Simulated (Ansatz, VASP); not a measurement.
# Cross-check of Si54H17ClO8 (HO:Si(111) with 1 of its OH changed to Cl) between VASP and Ansatz

One calculation is typed for both programs; each brings its own data sets. How far apart do they land? The cell is taken from a series of runs on this material, whose earlier steps may have relaxed, scaled, displaced or heated it; both programs get it as it stands.

Program: Ansatz 0.2.0. Level of theory: plane waves, with VASP 6.6.1 beside it; single point at PBE with D3(BJ). Results are calculated unless marked as measured.

**1. The structure**

The cell holds 80 atoms: 54 Si, 17 H, 8 O and 1 Cl. Its edges and angles: a = 11.604 Å, b = 11.604 Å, c = 26.701 Å, α = 90.0°, β = 90.0°, γ = 120.0°. It derives from Si (HO:Si(111)). As first built, before any earlier steps moved the atoms (in the runner's words): diamond Si(111), 3 x 3 cells, three bilayers, OH on the upper face and H on the lower (lattice constants typed as starting values near PBE's), lower atoms held; 1 top OH groups nearest the cell's middle replaced by Cl, eased by MACE. Vacuum lies along c.

**2. VASP: single point, PBE with D3(BJ), pair 1**

With cell and atoms fixed, the geometry can't cause a difference; cores, projectors, grids and the points listed under the comparison can.

Lines of VASP's logs that name or quote its potential files are left out, and so is its time.

INCAR reads:

```
SYSTEM = Si54H17ClO8
PREC = Accurate
ENCUT = 520
EDIFF = 1E-06
NELM = 120
ISMEAR = -1
SIGMA = 0.025
LREAL = Auto
ALGO = Normal
GGA = PE
IVDW = 12
NBANDS = 200
LORBIT = 11
LWAVE = .FALSE.
LCHARG = .FALSE.
ISIF = 2
LASPH = .TRUE.
GGA_COMPAT = .FALSE.
EFERMI = MIDGAP
NCORE = 2
```

POSCAR reads:

```
Si54H17ClO8
1.0
   11.6036200000      0.0000000000      0.0000000000
   -5.8018100000     10.0490300000      0.0000000000
    0.0000000000      0.0000000000     26.7011300000
Si H O Cl
54 17 8 1
Direct
    0.0000000000      0.0000000000      0.0928800000
    0.2222200000      0.1111100000      0.1224500000
    0.2220400000      0.1111700000      0.2097400000
    0.1110800000      0.2220600000      0.2384400000
    0.1116400000      0.2212800000      0.3265700000
    0.0010800000      0.9979800000      0.3543300000
    0.0000000000      0.3333300000      0.0928800000
    0.2222200000      0.4444400000      0.1224500000
    0.2221400000      0.4442500000      0.2098600000
    0.1108800000      0.5555600000      0.2374100000
    0.1114400000      0.5543500000      0.3249300000
    0.0003200000      0.3324200000      0.3538900000
    0.0000000000      0.6666700000      0.0928800000
    0.2222200000      0.7777800000      0.1224500000
    0.2222700000      0.7780300000      0.2097200000
    0.1109200000      0.8889600000      0.2377800000
    0.1119600000      0.8880100000      0.3255000000
    0.0010500000      0.6652400000      0.3533800000
    0.3333300000      0.0000000000      0.0928800000
    0.5555600000      0.1111100000      0.1224500000
    0.5551300000      0.1109100000      0.2097300000
    0.4442400000      0.2223400000      0.2377600000
    0.4448600000      0.2209000000      0.3254700000
    0.3341500000      0.9987200000      0.3539800000
    0.3333300000      0.3333300000      0.0928800000
    0.5555600000      0.4444400000      0.1224500000
    0.5553300000      0.4445600000      0.2096700000
    0.4445000000      0.5559000000      0.2380600000
    0.4438000000      0.5541100000      0.3260000000
    0.3349200000      0.3318000000      0.3543200000
    0.3333300000      0.6666700000      0.0928800000
    0.5555600000      0.7777800000      0.1224500000
    0.5552100000      0.7779900000      0.2098000000
    0.4442000000      0.8889400000      0.2383600000
    0.4451000000      0.8876200000      0.3264300000
    0.3327600000      0.6646300000      0.3543600000
    0.6666700000      0.0000000000      0.0928800000
    0.8888900000      0.1111100000      0.1224500000
    0.8889200000      0.1110500000      0.2098600000
    0.7775700000      0.2222700000      0.2374400000
    0.7783800000      0.2213200000      0.3249900000
    0.6680200000      0.9998700000      0.3543700000
    0.6666700000      0.3333300000      0.0928800000
    0.8888900000      0.4444400000      0.1224500000
    0.8889100000      0.4442500000      0.2093700000
    0.7779300000      0.5553200000      0.2370900000
    0.7790100000      0.5538900000      0.3245400000
    0.6675700000      0.3318600000      0.3534000000
    0.6666700000      0.6666700000      0.0928800000
    0.8888900000      0.7777800000      0.1224500000
    0.8887200000      0.7779200000      0.2096600000
    0.7773000000      0.8886800000      0.2380300000
    0.7788300000      0.8891700000      0.3259700000
    0.6680600000      0.6649300000      0.3514600000
    0.0000000000      0.0000000000      0.0374500000
    0.9549500000      0.0190500000      0.4353000000
    0.0000000000      0.3333300000      0.0374500000
    0.9620100000      0.3686100000      0.4340400000
    0.0000000000      0.6666700000      0.0374500000
    0.9650900000      0.6984800000      0.4342200000
    0.3333300000      0.0000000000      0.0374500000
    0.2981300000      0.0352000000      0.4343400000
    0.3333300000      0.3333300000      0.0374500000
    0.3140100000      0.3777200000      0.4353300000
    0.3333300000      0.6666700000      0.0374500000
    0.2867500000      0.6913700000      0.4345300000
    0.6666700000      0.0000000000      0.0374500000
    0.6381300000      0.0423000000      0.4347000000
    0.6666700000      0.3333300000      0.0374500000
    0.6340700000      0.3674200000      0.4342300000
    0.6666700000      0.6666700000      0.0374500000
    0.0061000000      0.9869900000      0.4172100000
    0.0057900000      0.3271000000      0.4168600000
    0.0079100000      0.6570600000      0.4163300000
    0.3407800000      0.9928400000      0.4169700000
    0.3459400000      0.3265100000      0.4171800000
    0.3329300000      0.6527700000      0.4171200000
    0.6796900000      0.9992300000      0.4171300000
    0.6760700000      0.3251600000      0.4163400000
    0.6761200000      0.6571100000      0.4305800000
```

KPOINTS reads:

```
Automatic mesh
0
Gamma
1 1 1
0 0 0
```

PAW data sets: Si, H, O and Cl (PBE family, release 64).

On the command line:

```console
> mpirun -np 8 vasp_gam
```

Numbers of over 12 decimals in the logs are rounded to 6 here.

What it wrote:

```text
[banner, memory and clock lines left out]
running    8 mpi-ranks, on    1 nodes
[...]
LDA part: xc-table for (Slater+PW92), standard interpolation
 POSCAR, INCAR and KPOINTS ok, starting setup
[...]
entering main loop
       N       E                     dE             d eps       ncg     rms          rms(c)
DAV:   1     0.194989582575E+04    0.19499E+04   -0.11463E+05   400   0.115E+03
DAV:   2    -0.130420174409E+03   -0.20803E+04   -0.19691E+04   488   0.231E+02
DAV:   3    -0.417518734964E+03   -0.28710E+03   -0.28285E+03   536   0.834E+01
DAV:   4    -0.429294385710E+03   -0.11776E+02   -0.11719E+02   504   0.192E+01
[...]
DAV:  33    -0.407621326047E+03   -0.42554E-05   -0.89647E-08   312   0.743E-04    0.532E-04
DAV:  34    -0.407621327363E+03   -0.13164E-05   -0.52171E-08   296   0.444E-04    0.438E-04
DAV:  35    -0.407621327493E+03   -0.13017E-06   -0.45332E-09   272   0.278E-04
   1 F= -.42258317E+03 E0= -.42258317E+03  d E =-.288928E-08
```

From OUTCAR (step 2):

```text
  FREE ENERGIE OF THE ION-ELECTRON SYSTEM (eV)
  ---------------------------------------------------
  free  energy   TOTEN  =      -422.5831656310 eV

  energy  without entropy=     -422.5831656282  energy(sigma->0) =     -422.58316563

[... 1 further part left out ...]
```

**3. Ansatz: single point, PBE with D3(BJ), pair 1**

Ansatz runs on its default PAW (the set named soft_2) files.

The same cell, functional, mesh and smearing now go to Ansatz, which takes its cutoff from its data sets.

input.yaml reads:

```yaml
crystal:
  lattice:
    - [11.60362, 0.0, 0.0]
    - [-5.80181, 10.04903, 0.0]
    - [0.0, 0.0, 26.70113]
  atoms:
    - { symbol: Si, position: [0.0, 0.0, 0.09288] }
    - { symbol: Si, position: [0.22222, 0.11111, 0.12245] }
    - { symbol: Si, position: [0.22204, 0.11117, 0.20974] }
    - { symbol: Si, position: [0.11108, 0.22206, 0.23844] }
    - { symbol: Si, position: [0.11164, 0.22128, 0.32657] }
    - { symbol: Si, position: [0.00108, 0.99798, 0.35433] }
    - { symbol: Si, position: [1.0, 0.33333, 0.09288] }
    - { symbol: Si, position: [0.22222, 0.44444, 0.12245] }
    - { symbol: Si, position: [0.22214, 0.44425, 0.20986] }
    - { symbol: Si, position: [0.11088, 0.55556, 0.23741] }
    - { symbol: Si, position: [0.11144, 0.55435, 0.32493] }
    - { symbol: Si, position: [0.00032, 0.33242, 0.35389] }
    - { symbol: Si, position: [1.0, 0.66667, 0.09288] }
    - { symbol: Si, position: [0.22222, 0.77778, 0.12245] }
    - { symbol: Si, position: [0.22227, 0.77803, 0.20972] }
    - { symbol: Si, position: [0.11092, 0.88896, 0.23778] }
    - { symbol: Si, position: [0.11196, 0.88801, 0.3255] }
    - { symbol: Si, position: [0.00105, 0.66524, 0.35338] }
    - { symbol: Si, position: [0.33333, 0.0, 0.09288] }
    - { symbol: Si, position: [0.55556, 0.11111, 0.12245] }
    - { symbol: Si, position: [0.55513, 0.11091, 0.20973] }
    - { symbol: Si, position: [0.44424, 0.22234, 0.23776] }
    - { symbol: Si, position: [0.44486, 0.2209, 0.32547] }
    - { symbol: Si, position: [0.33415, 0.99872, 0.35398] }
    - { symbol: Si, position: [0.33333, 0.33333, 0.09288] }
    - { symbol: Si, position: [0.55556, 0.44444, 0.12245] }
    - { symbol: Si, position: [0.55533, 0.44456, 0.20967] }
    - { symbol: Si, position: [0.4445, 0.5559, 0.23806] }
    - { symbol: Si, position: [0.4438, 0.55411, 0.326] }
    - { symbol: Si, position: [0.33492, 0.3318, 0.35432] }
    - { symbol: Si, position: [0.33333, 0.66667, 0.09288] }
    - { symbol: Si, position: [0.55556, 0.77778, 0.12245] }
    - { symbol: Si, position: [0.55521, 0.77799, 0.2098] }
    - { symbol: Si, position: [0.4442, 0.88894, 0.23836] }
    - { symbol: Si, position: [0.4451, 0.88762, 0.32643] }
    - { symbol: Si, position: [0.33276, 0.66463, 0.35436] }
    - { symbol: Si, position: [0.66667, 0.0, 0.09288] }
    - { symbol: Si, position: [0.88889, 0.11111, 0.12245] }
    - { symbol: Si, position: [0.88892, 0.11105, 0.20986] }
    - { symbol: Si, position: [0.77757, 0.22227, 0.23744] }
    - { symbol: Si, position: [0.77838, 0.22132, 0.32499] }
    - { symbol: Si, position: [0.66802, 0.99987, 0.35437] }
    - { symbol: Si, position: [0.66667, 0.33333, 0.09288] }
    - { symbol: Si, position: [0.88889, 0.44444, 0.12245] }
    - { symbol: Si, position: [0.88891, 0.44425, 0.20937] }
    - { symbol: Si, position: [0.77793, 0.55532, 0.23709] }
    - { symbol: Si, position: [0.77901, 0.55389, 0.32454] }
    - { symbol: Si, position: [0.66757, 0.33186, 0.3534] }
    - { symbol: Si, position: [0.66667, 0.66667, 0.09288] }
    - { symbol: Si, position: [0.88889, 0.77778, 0.12245] }
    - { symbol: Si, position: [0.88872, 0.77792, 0.20966] }
    - { symbol: Si, position: [0.7773, 0.88868, 0.23803] }
    - { symbol: Si, position: [0.77883, 0.88917, 0.32597] }
    - { symbol: Si, position: [0.66806, 0.66493, 0.35146] }
    - { symbol: H, position: [0.0, 0.0, 0.03745] }
    - { symbol: O, position: [0.0061, 0.98699, 0.41721] }
    - { symbol: H, position: [0.95495, 0.01905, 0.4353] }
    - { symbol: H, position: [1.0, 0.33333, 0.03745] }
    - { symbol: O, position: [0.00579, 0.3271, 0.41686] }
    - { symbol: H, position: [0.96201, 0.36861, 0.43404] }
    - { symbol: H, position: [1.0, 0.66667, 0.03745] }
    - { symbol: O, position: [0.00791, 0.65706, 0.41633] }
    - { symbol: H, position: [0.96509, 0.69848, 0.43422] }
    - { symbol: H, position: [0.33333, 0.0, 0.03745] }
    - { symbol: O, position: [0.34078, 0.99284, 0.41697] }
    - { symbol: H, position: [0.29813, 0.0352, 0.43434] }
    - { symbol: H, position: [0.33333, 0.33333, 0.03745] }
    - { symbol: O, position: [0.34594, 0.32651, 0.41718] }
    - { symbol: H, position: [0.31401, 0.37772, 0.43533] }
    - { symbol: H, position: [0.33333, 0.66667, 0.03745] }
    - { symbol: O, position: [0.33293, 0.65277, 0.41712] }
    - { symbol: H, position: [0.28675, 0.69137, 0.43453] }
    - { symbol: H, position: [0.66667, 0.0, 0.03745] }
    - { symbol: O, position: [0.67969, 0.99923, 0.41713] }
    - { symbol: H, position: [0.63813, 0.0423, 0.4347] }
    - { symbol: H, position: [0.66667, 0.33333, 0.03745] }
    - { symbol: O, position: [0.67607, 0.32516, 0.41634] }
    - { symbol: H, position: [0.63407, 0.36742, 0.43423] }
    - { symbol: H, position: [0.66667, 0.66667, 0.03745] }
    - { symbol: Cl, position: [0.67612, 0.65711, 0.43058] }
kpoints:
  mp_grid: { grid: [1, 1, 1] }
hamiltonian:
  xc: pbe
  dispersion: d3bj
scf:
  occupations: { method: fermi_dirac, width: 0.025 }
output:
  forces: true
  populations: true
  dos:
    method: { smearing: { sigma: 0.08 } }
    de: 0.1
    projected:
      site_lists:
        Cl: [Cl]
        H: [H]
        O: [O]
        Si: [Si]
        slab: [0, 1, 2, 3, 4, 5, 6, 7, 8, 9, 10, 11, 12, 13, 14, 15, 16, 17, 18, 19, 20, 21, 22, 23, 24, 25, 26, 27, 28, 29, 30, 31, 32, 33, 34, 35, 36, 37, 38, 39, 40, 41, 42, 43, 44, 45, 46, 47, 48, 49, 50, 51, 52, 53, 54, 55, 56, 57, 58, 59, 60, 61, 62, 63, 64, 65, 66, 67, 68, 69, 70, 71, 72, 73, 74, 75, 76, 77, 78]
        adsorbate: [79]
  eigenvalues: true
  write_density: true
  write_potential: true
  volumetric_format: npy
```

On the command line:

```console
> ansatz run input.yaml --threads 5 --pin off --max-ram 81920MiB --backend cuda --events-out ev --progress --plain --runs-dir out
```

What it wrote:

```text
Engine: ansatz 0.2.0, x86_64-unknown-linux-gnu
Pseudopotentials: kind: paw
Pseudopotential: Si, paw, valence charge 4, recommended cutoff 420 eV (normal), Si.paw.azcp
Pseudopotential: H, paw, valence charge 1, recommended cutoff 420 eV (normal), H.paw.azcp
Pseudopotential: O, paw, valence charge 6, recommended cutoff 420 eV (normal), O.paw.azcp
Pseudopotential: Cl, paw, valence charge 7, recommended cutoff 420 eV (normal), Cl.paw.azcp
Functional definition: PBE
  parameter kappa = 0.804
  parameter beta = 0.066725
  exchange = pbe_x(kappa = kappa, mu = beta*pi^2/3)
  correlation = pbe_c(beta = beta)
device memory: the entry about to start is reckoned to put 5.2 GiB on a device that reports 61.3 GiB free
GPU FFT provider: cuFFT
GPU libraries: cuBLAS 13.8.2, cuFFT 12.4.0, cuSOLVER 12.3.4
Crystal: 80 atoms, lattice volume = 3113.489 Å³
Basis set: ecut = 420 eV, 60827 PW (Γ), exchange–correlation on 160×160×360 points (8 copies of the dense FFT grid, shifted against one another)
Bands: 224, of which v1, the nominal top of the filled ones, is band 144 counted from 1 (143 counted from 0)
Symmetry: 1 space group operations
Space group: P1 (ITA 1), of the structure as read, at distance tolerance 1.5e-4 Å
k-points: 1
Non-local potential: Si, projectors of the file, l = 0: 2, l = 1: 2, l = 2: 2
Non-local potential: H, projectors of the file, l = 0: 2, l = 1: 1
Non-local potential: O, projectors of the file, l = 0: 2, l = 1: 2, l = 2: 1
Non-local potential: Cl, projectors of the file, l = 0: 2, l = 1: 2, l = 2: 2
PAW form: soft (Blöchl's): semilocal exchange-correlation on the pseudo side does not see the compensation charge
PAW one-centre angular grid: Si, 110 points (default); XC on 64 Gauss nodes
PAW one-centre angular grid: H, 110 points (default); XC on 64 Gauss nodes
PAW one-centre angular grid: O, 110 points (default); XC on 64 Gauss nodes
PAW one-centre angular grid: Cl, 110 points (default); XC on 64 Gauss nodes
Initial density: superposition of atomic densities (neutral atoms: chi_scale 0, normalization atom), corrected by the library's trained network
Initial wavefunctions: pseudopotential atomic-orbital guess
GPU buffer pool allocated for 1152000 grid points (all kernels)
GPU transforms: local potential and band sums: pruned to the plane-wave sphere, on 80×80×180
Functional: x = pbe(κ = 0.804, μ = 0.219515), c = pbe(β = 0.066725)
SCF iter   1: F=—  HF=-40233.404067 eV  |F-HF|=—  |Δ(HF+E_count)|=         —  Δρ=2.91e-3  dr2=1.00e0  ethr=1.77e-3  ⟨swp⟩=7.0  Hψ=1156  notcnv=0  defer=49
preconditioner: auto → Resta (q_TF=auto, 1.835 Å⁻¹)  ε∞=2.7  [insulator: Δε(μ)=1.093 eV  Ē_g=8.459 eV  σ=0.025 eV  W_gap=1.00  n_scr=332 (ndim 8)  ℏωp=11.0 eV  f_vac=0.535  D(μ)=0.00/eV (n_scr^D=0)  ε∞_Penn≈2.7  vacuum switching on, ρ_ref=5.2e-3 e/Å³]
SCF iter   2: F=—  HF=-40233.271626 eV  |F-HF|=—  |Δ(HF+E_count)|=   1.32e-1  Δρ=1.66e-3  dr2=1.39e-1  ethr=3.48e-4  ⟨swp⟩=3.0  Hψ=282  notcnv=0  defer=66
SCF iter   3: F=—  HF=-40233.261310 eV  |F-HF|=—  |Δ(HF+E_count)|=   1.03e-2  Δρ=8.58e-4  dr2=2.99e-2  ethr=4.83e-5  ⟨swp⟩=2.0  Hψ=234  notcnv=0  defer=66
SCF iter   4: F=—  HF=-40233.263597 eV  |F-HF|=—  |Δ(HF+E_count)|=   2.29e-3  Δρ=4.65e-4  dr2=1.19e-2  ethr=1.04e-5  ⟨swp⟩=2.0  Hψ=292  notcnv=0  defer=66
SCF iter   5: F=—  HF=-40233.264688 eV  |F-HF|=—  |Δ(HF+E_count)|=   1.09e-3  Δρ=1.12e-4  dr2=5.22e-4  ethr=4.13e-6  ⟨swp⟩=2.0  Hψ=285  notcnv=0  defer=66
SCF iter   6: F=—  HF=-40233.264930 eV  |F-HF|=—  |Δ(HF+E_count)|=   2.42e-4  Δρ=4.37e-5  dr2=1.01e-4  ethr=1.81e-7  ⟨swp⟩=2.0  Hψ=292  notcnv=0  defer=66
SCF iter   7: F=—  HF=-40233.265012 eV  |F-HF|=—  |Δ(HF+E_count)|=   8.20e-5  Δρ=3.68e-5  dr2=5.77e-5  ethr=3.52e-8  ⟨swp⟩=2.0  Hψ=302  notcnv=0  defer=66
SCF iter   8: F=—  HF=-40233.263321 eV  |F-HF|=—  |Δ(HF+E_count)|=   1.69e-3  Δρ=7.21e-6  dr2=1.68e-6  ethr=2.00e-8  ⟨swp⟩=2.0  Hψ=364  notcnv=0  defer=66
SCF iter   9: F=—  HF=-40233.263322 eV  |F-HF|=—  |Δ(HF+E_count)|=   5.68e-7  Δρ=2.15e-6  dr2=1.83e-7  ethr=5.83e-10  ⟨swp⟩=2.0  Hψ=285  notcnv=0  defer=66
SCF iter  10: F=-40233.263322 eV  HF=-40233.263322 eV  |F-HF|=1.54e-8  |Δ(HF+E_count)|=   1.09e-7  Δρ=8.45e-7  dr2=3.22e-8  ethr=3.47e-11  ⟨swp⟩=27.0  Hψ=2811  notcnv=0
SCF 1 converged in 10 iterations: F = -40233.263322 eV  dr2 = 3.22e-8
  greatest PAW one-centre occupation: 0.909 electrons in one spin orbital (limit 2), on the Cl atom at site 79 (counted from 0), in its partial waves of l = 0
[...]
E_xc         = -3823.757794
  E_vxc        = -3587.389264  (∫ρ·V_xc dr)
  E_paw        = -29632.805048  (= ΣΔE_a)
  E_vpaw       = -437.555663  (= ΣTr[D̂ρ^β])
  E_aug_tail   = -0.000649  (compensation charges beyond the density's cutoff)
  E_ewald      = 39286.495153
  E_disp       = -14.963393  (pairwise vdW)
  E_smearing   = -0.000000  (= −TS)
  E_closure    = -0.000000  (closes the sum)
  Σ components = -40233.263322   (vs F -40233.263322, Δ=0.00e0)
--- Forces (eV/Å), atoms counted from 1 ---
  atom   1  Si    -0.00256397     0.00131069     0.78555460
  atom   2  Si    -0.01336969     0.00610813    -0.42847193
  atom   3  Si    -0.01193594     0.00706476     0.00598570
  atom   4  Si    -0.00775817     0.00568419     0.01186902
  atom   5  Si    -0.01536876     0.00879890    -0.01608882
  atom   6  Si     0.01061854    -0.00591616     0.01649882
  atom   7  Si    -0.00724546     0.00455888     0.79569399
  atom   8  Si     0.01800657    -0.01266907    -0.40312189
  atom   9  Si    -0.00522726    -0.01072049    -0.01250362
  atom  10  Si     0.00729248     0.00108381     0.00374326
  atom  11  Si    -0.00756765    -0.00486644    -0.01157266
  atom  12  Si     0.00494575    -0.00154728     0.00290672
  atom  13  Si     0.00074664    -0.00618352     0.80147299
  atom  14  Si     0.00628501     0.01829351    -0.43036155
  atom  15  Si     0.00136419    -0.00517535     0.00112828
  atom  16  Si     0.00769559    -0.00205056    -0.00315572
  atom  17  Si    -0.01641505    -0.00088476     0.00148437
  atom  18  Si     0.02326364    -0.00257043     0.00179488
  atom  19  Si     0.00518130    -0.00140476     0.78936606
  atom  20  Si    -0.01430780    -0.01778849    -0.42804614
  atom  21  Si     0.00506186     0.00288601    -0.00136371
  atom  22  Si     0.00939915    -0.00758608    -0.00210756
  atom  23  Si    -0.01083384     0.01605423    -0.00075882
  atom  24  Si     0.02929708    -0.01092370    -0.00372181
[...]
atom  73  H      0.00342878    -0.00043206    -0.36072708
  atom  74  O      0.00934794    -0.00776151    -0.01819353
  atom  75  H     -0.01472793     0.01301819     0.01399331
  atom  76  H     -0.00454911    -0.00323843    -0.36065652
  atom  77  O     -0.00118727     0.00167858     0.00434175
  atom  78  H     -0.00600620     0.00508310     0.01054661
  atom  79  H     -0.00165464     0.00098823    -0.36078011
  atom  80  Cl     0.00427698    -0.00336487     0.02314494
  max |Σ_I F_I| component: 7.30e-5 eV/Å
--- Band table (eV) ---
  k-point 0: bands = [... 140 lower, -0.9500, -0.8824, -0.5360, -0.4586, 0.5939, 0.5978, 0.6112, 0.6133, ... 76 higher]
--- Löwdin populations: 80 sites ---
  site symbol       q [e]
     0     Si      3.8639
     1     Si      3.9813
     2     Si      3.9596
     3     Si      3.9672
     4     Si      4.0857
     5     Si      3.4017
     6     Si      3.8629
     7     Si      3.9811
     8     Si      3.9595
     9     Si      3.9656
    10     Si      4.0894
    11     Si      3.3990
    12     Si      3.8630
    13     Si      3.9812
    14     Si      3.9598
    15     Si      3.9660
    16     Si      4.0879
    17     Si      3.4054
    18     Si      3.8637
    19     Si      3.9813
    20     Si      3.9598
    21     Si      3.9661
    22     Si      4.0880
    23     Si      3.4012
[...]
72      H      1.0386
    73      O      6.7220
    74      H      0.5776
    75      H      1.0386
    76      O      6.7284
    77      H      0.5824
    78      H      1.0386
    79     Cl      7.2656
  spilling = 0.011999 (of n_electrons = 288.000000)
```

[end of part 1 of 3]

[Lines on the potential files, build, host, timing and source positions are cut from VASP's logs without a mark.]

[Logs are printed without paths, hosts, clocks, repeated set-up lines and the standing remarks that a program may print on its own settings, such as how far it seeks lower states.]

[Hosts, paths, dates, database ids (printed as entryN), source tags and the programs' standing remarks are cut or masked in the printed files.]
